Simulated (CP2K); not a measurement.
The system is BaTiO3.

```
Ba Ti O
1.0
     3.99980    0.00000    0.00000
     0.00000    4.01800    0.00000
     0.00000    0.00000    7.99960
Ba Ti O
2 2 6
Direct
  0.00144 0.02304 0.50759
  0.99856 0.97696 0.99241
  0.48033 0.56319 0.23580
  0.51967 0.47281 0.76420
  0.49380 0.96597 0.25815
  0.50620 0.00203 0.74185
  0.50761 0.49933 0.50744
  0.49239 0.47067 0.99256
  0.01522 0.48841 0.27113
  0.98478 0.48159 0.72887
```

Base run:

- Program: CP2K 2026.2
- Functional: LDA
- Potentials or basis: GTH_POTENTIALS Ba GTH-PADE-q10, Ti GTH-PADE-q12, O GTH-PADE-q6; DZVP-MOLOPT-SR-GTH basis
- Density cutoff: 8163 eV
- k mesh: 5 × 5 × 3
- Occupations: fermi-dirac, width 0.05 eV
- Spin: no spin polarisation

Its results: band gap on the k mesh 1.90 eV, indirect (least direct gap 2.17 eV); largest force 6.681 eV/Å.

The run is repeated on the same cell with these changes: hubbard terms from none to Ti d U = 4.0 eV. What comes out?

Band gap on the k mesh 2.33 eV, indirect (least direct gap 2.59 eV); largest force 7.245 eV/Å.

The U term pushes filled and empty states of the shell apart.

Caveats: spin-orbit coupling is left out, which moves the levels of the heavy elements; an odd mesh through Γ misses points on the zone boundary, where band edges often lie; the basis of atomic orbitals isn't converged, which shifts pressures, moduli and gaps; forces of over 1 eV/Å show positions far from the minimum, so gaps and moduli don't describe the material at rest; this program's U acts on Mulliken populations of all basis functions of the shell, so it isn't the U of plane-wave codes (some runs); energies scatter by some meV and the pressure isn't listed (some runs).
